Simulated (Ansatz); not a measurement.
**CaSe: the cell at several levels of theory**

The task here is to estimate one member of a computed series from the others.

Code: Ansatz 0.2.0. PAW datasets, plane waves, zero pressure. All values are calculated for a non-magnetic cell, which may be hypothetical.

### The structure to begin with

Space group Pm-3m (No. 221), cubic; conventional cell a = 3.680 Å, 24.92 Å³ an atom. Around Ca lie 8 Se at 3.19 Å; around Se lie 8 Ca at 3.19 Å.

Coordinates:

```cif
data_structure
_symmetry_space_group_name_H-M 'P 1'
_symmetry_Int_Tables_number 1
_cell_length_a 3.6802
_cell_length_b 3.6802
_cell_length_c 3.6802
_cell_angle_alpha 90.000
_cell_angle_beta 90.000
_cell_angle_gamma 90.000
_cell_volume 49.85
loop_
_atom_site_label
_atom_site_type_symbol
_atom_site_fract_x
_atom_site_fract_y
_atom_site_fract_z
_atom_site_occupancy
Ca1 Ca 0.00000 0.00000 0.00000 1
Se1 Se 0.50000 0.50000 0.50000 1
```

The first run:

Input file input.yaml:

```yaml
crystal:
  lattice:
    - [3.6802211414, 0.0, 0.0]
    - [0.0, 3.6802211414, 0.0]
    - [0.0, 0.0, 3.6802211414]
  atoms:
    - { symbol: Ca, position: [0.0, 0.0, 0.0] }
    - { symbol: Se, position: [0.5, 0.5, 0.5] }
kpoints:
  mp_grid: { grid: [6, 6, 6] }
hamiltonian:
  xc: pbe
scf:
  occupations: { method: fermi_dirac, width: 0.02 }
relax:
  f_tol: 0.005
  cell: {}
output:
  write_density: true
  write_potential: true
  elf: true
  volumetric_format: npy
```

Launch:

```sh
> ansatz run input.yaml --threads 2 --pin off --max-ram 2211MiB --backend cpu --events-out ev --progress --plain --runs-dir out
```

Steps of the session up to this table: Relaxing with PBE; Relaxation with r2SCAN; PBEsol: cell and atoms; Relaxation with LDA; Relaxing with HSE06.

One table of the session follows, with a row left open; its other results are not shown here.

| level | a (Å) | volume (Å³/atom) |
| --- | --- | --- |
| PBE | ? | ? |
| r2SCAN | 3.635 | 24.011 |
| PBEsol | 3.596 | 23.243 |
| LDA | 3.547 | 22.321 |
| HSE06 | 3.644 | 24.199 |

Estimate the missing values for PBE.

The run gave: a (Å): 3.651; volume (Å³/atom): 24.338. In the column «a (Å)» it is the highest.

LDA gives the smallest cell and PBE the largest; they differ by 9.0 % in volume, a mean of 2.9 % in length. The meshes differ: PBE 6×6×6, r2SCAN 6×6×6, PBEsol 6×6×6, LDA 6×6×6, HSE06 4×4×4.
